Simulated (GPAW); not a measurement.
# C (P4/mmm) in GPAW: single point with PBE

Aim: the single point of C with PBE.

Everything below comes from runs of GPAW 26.7.0. Logs are shortened: lines on timing, memory, paths and dates and some standing lists are left out, and cuts for length are marked. The log counts tension as positive stress, the text compression.

## 1. Starting point

It takes space group P4/mmm (No. 123, tetragonal). Conventional cell: a = 4.255 Å, b = 4.255 Å, c = 1.282 Å, α = 90.00°, β = 90.00°, γ = 90.00°. C (site symmetry 4/mmm) is surrounded by 2 C at 1.28 Å.

The cell was built by a generator and needn't be a form met in nature.

## 2. Single point, PBE

Contents of POSCAR:

```
C
1.0
    4.2551700000      0.0000000000      0.0000000000
    0.0000000000      4.2551700000      0.0000000000
    0.0000000000      0.0000000000      1.2822900000
C
1
Direct
    0.5000000000      0.5000000000      0.5000000000
```

Potentials or basis: GPAW PAW data sets (gpaw-data 1.2.1), pw.

Command:

```sh
OMP_NUM_THREADS=1 gpaw run POSCAR -p 'mode=PW(800),xc=PBE,kpts={size:(6,6,20),gamma:True},occupations={name:fermi-dirac,width:0.05},nbands=8,convergence={density:1e-05,energy:1e-05},maxiter=150,txt=gpaw.txt' --properties efs -w gs.gpw
```

Standard output:

```text
__  _  _
 | _ |_)|_||  |
 |__||  | ||/\| - 26.7.0

Input parameters:
  mode=PW(ecut=800.0),
  convergence={'density': 1e-05, 'energy': 1e-05},
  kpts=MonkhorstPack(size=[6, 6, 20], gamma=True),
  maxiter=150,
  nbands=8,
  occupations=Occupations(name='fermi-dirac', width=0.05),
  xc=XC(name='PBE')

Diagonalizing LCAO Hamiltonian
Converting LCAO to pw mode
    .---------.
   /|         |
  / .---C-----.
 * /         /
 |/         /
 *---------*

Atoms  # Å, Bohr magnetons
|   | symbol |        x |        y |        z |    initial magnetic moments |
|---|--------|----------|----------|----------|-----------------------------|
| 0 |      C | 2.127585 | 2.127585 | 0.641145 | ( 0.0000,  0.0000,  0.0000) |

Unit cell  # Å
| periodic |        x |        y |        z |  lengths |    angles |
|----------|----------|----------|----------|----------|-----------|
|      yes | 4.255170 | 0.000000 | 0.000000 | 4.255170 | 90.000000 |
|      yes | 0.000000 | 4.255170 | 0.000000 | 4.255170 | 90.000000 |
|      yes | 0.000000 | 0.000000 | 1.282290 | 1.282290 | 90.000000 |

Number of symmetries: 16
Symmetry operations  # r_c * U_cc + t_c -> r_c
|    | kind |            matrix            |
|----|------|------------------------------|
|  0 |  E   |  1, 0, 0,  0, 1, 0,  0, 0, 1 |
|  1 |  σ   |  1, 0, 0,  0, 1, 0,  0, 0,-1 |
|  2 |  σ   |  1, 0, 0,  0,-1, 0,  0, 0, 1 |
|  3 |  C2  |  1, 0, 0,  0,-1, 0,  0, 0,-1 |
|  4 |  σ   |  0, 1, 0,  1, 0, 0,  0, 0, 1 |
|  5 |  C2  |  0, 1, 0,  1, 0, 0,  0, 0,-1 |
|  6 |  C4  |  0, 1, 0, -1, 0, 0,  0, 0, 1 |
|  7 |  S4  |  0, 1, 0, -1, 0, 0,  0, 0,-1 |
|  8 |  C4  |  0,-1, 0,  1, 0, 0,  0, 0, 1 |
|  9 |  S4  |  0,-1, 0,  1, 0, 0,  0, 0,-1 |
| 10 |  σ   |  0,-1, 0, -1, 0, 0,  0, 0, 1 |
| 11 |  C2  |  0,-1, 0, -1, 0, 0,  0, 0,-1 |
| 12 |  σ   | -1, 0, 0,  0, 1, 0,  0, 0, 1 |
| 13 |  C2  | -1, 0, 0,  0, 1, 0,  0, 0,-1 |
| 14 |  C2  | -1, 0, 0,  0,-1, 0,  0, 0, 1 |
| 15 |  i   | -1, 0, 0,  0,-1, 0,  0, 0,-1 |

BZ-sampling:
  Number of BZ points: 720
  Number of IBZ points: 110

  Monkhorst-Pack size: [6, 6, 20]
  Monkhorst-Pack shift: [0.08333333333333333, 0.08333333333333333, 0.025]

K-points  # in reciprocal-cell coordinates
|     |                                coordinates |     weight |
|-----|--------------------------------------------|------------|
|   0 | (  0.00000000,   0.00000000,  -0.00000000) | 0.00138889 |
|   1 | (  0.00000000,   0.00000000,   0.05000000) | 0.00277778 |
|   2 | (  0.00000000,   0.00000000,   0.10000000) | 0.00277778 |
|   3 | (  0.00000000,   0.00000000,   0.15000000) | 0.00277778 |
|   4 | (  0.00000000,   0.00000000,   0.20000000) | 0.00277778 |
|   5 | (  0.00000000,   0.00000000,   0.25000000) | 0.00277778 |
|   6 | (  0.00000000,   0.00000000,   0.30000000) | 0.00277778 |
|   7 | (  0.00000000,   0.00000000,   0.35000000) | 0.00277778 |
|   8 | (  0.00000000,   0.00000000,   0.40000000) | 0.00277778 |
|   9 | (  0.00000000,   0.00000000,   0.45000000) | 0.00277778 |
| ... |                                            |            |
| 109 | (  0.50000000,   0.50000000,   0.50000000) | 0.00138889 |

Plane wave coefficients: 1222
Cutoff: 800.0 eV

Spin-components: 1 (collinear spins)
Bands:           8
Projectors:      5
Spin-degeneracy: 2
Datatype:        complex128

Parallelization:
  kpt:    1
  domain: 1
  band:   1

Density:
  Valence electrons: 4.0
  Components: 1
  Grid points: [28 28  9]
  Charge: 0.0  # |e|

Potential:
  Grid points: [28 28  9]

species:
  C:
    name:    Carbon
    Z:       6.0
    valence: 4
    core:    2
    charge:  0.0  # [|e|]
    compensation charges:
      type: gauss
      rc: 0.20  # [Å]
      lmax: 2
    cutoffs:
      filter: 1.14  # [Å]
      core: 1.14  # [Å]
    projectors
    | kind |    occ | energy [eV] | rcut [Å] |
    |------|--------|-------------|----------|
    |   2s |  2.000 |     -13.751 |    0.635 |
    |   2p |  2.000 |      -5.284 |    0.635 |
    |    s |        |      13.461 |    0.635 |
    |    p |        |      21.927 |    0.635 |
    |    d |        |       0.000 |    0.635 |

    Using partial waves for C as LCAO basis

Reference energy: -1027.628115  # eV

eigensolver:
  PPCG
  Converge bands: occupied
  niter=2

density mixing:
  MSR1-Mixer
  Pratt-step length: 0.05
  Maximum mixing coefficient: 0.75
  Old densities: 10
  SVD Regularization: 0.005
  Good broyden scale: 1.0
  Trust region scale: 1.0
  Backstep threshold: 4.0
  History deletion threshold: 6.0
  Fourier metric: weight=20.0, sigma=0.015

occupation numbers:
  Fermi-Dirac:
    width: 0.0500  # eV

poisson solver:
  ecut: 6400.0  # eV

xc functional:
  name: PBE with 2 nearest neighbor stencil

convergence criteria:
- Maximum integral of absolute [dens]ity change: 1e-05 electrons / valence electron
- Maximum [total energy] change in last 3 cyles: 1e-05 eV / valence electron
- Maximum integral of absolute [eigenst]ate change: 4e-08 eV^2 / valence electron
maximum number of iterations: 150

SCF iterations
|iter     | |      energy | eigst |  dens |
|---------|-|-------------|-------|-------|
|iter:   1| |   -8.885106 | +0.77 |       |
|iter:   2| |   -8.790467 | -1.06 | -0.72 |
|iter:   3| |   -8.201306 | -0.88 | -0.75 |
|iter:   4| |   -8.200477 | -2.56 | -1.56 |
|iter:   5| |   -8.201714 | -3.37 | -1.91 |
|iter:   6| |   -8.201720 | -4.78 | -3.00 |
|iter:   7| |   -8.201723c| -5.79 | -3.49 |
|iter:   8| |   -8.201723c| -7.15 | -4.52 |
|iter:   9| |   -8.201723c| -7.72c| -5.26c|

Converged in 9 steps
Energy contributions relative to reference atoms: (reference = -1027.628115)

Energy contributions:
  Kinetic:           8.041011
  Coulomb:          -8.560079
  Zero:              0.022099
  External:          0.000000
  Xc:               -7.701388
  Entropy:          -0.006731
  Spinorbit:         0.000000
  ----------------------------
  Free energy:      -8.205089
  Extrapolated:     -8.201723

dipole moment: (0.000001, 0.000001, 0.000000)  # |e|*Ang

Fermi level: -1.190
Eigenvalues  # (at kpt = [0.000, 0.000, -0.000])
| band index |      eig [eV] | occ [0-2] |
|------------|---------------|-----------|
|          0 |       -17.490 |     2.000 |
|          1 |        -6.327 |     2.000 |
|          2 |        -6.327 |     2.000 |
|          3 |         2.607 |     0.000 |
|          4 |         6.967 |     0.000 |
|          5 |        11.552 |     0.000 |
|          6 |        11.552 |     0.000 |
|          7 |        12.584 |     0.000 |

No gap
No difference between direct/indirect transitions

Forces  # eV/Ang
|       x |       y |       z |
|---------|---------|---------|
| 0.00000 | 0.00000 | 0.00000 |  # C    0

Stress tensor  # eV/Ang^3
|        x |        y |         z |
|----------|----------|-----------|
| 0.003890 | 0.000000 |  0.000000 |
| 0.000000 | 0.003890 |  0.000000 |
| 0.000000 | 0.000000 | -0.009923 |

# Writing to gs.gpw (mode='')
```

It took 16 s on 1 thread of Arm Neoverse V1, shared host; peak memory 0.16 GiB.

Results:

```yaml
Free_energy: -8.2051 eV
Pressure: 0.1 GPa
Band_gap_on_the_k_mesh: none (metal or under the smearing width)
```
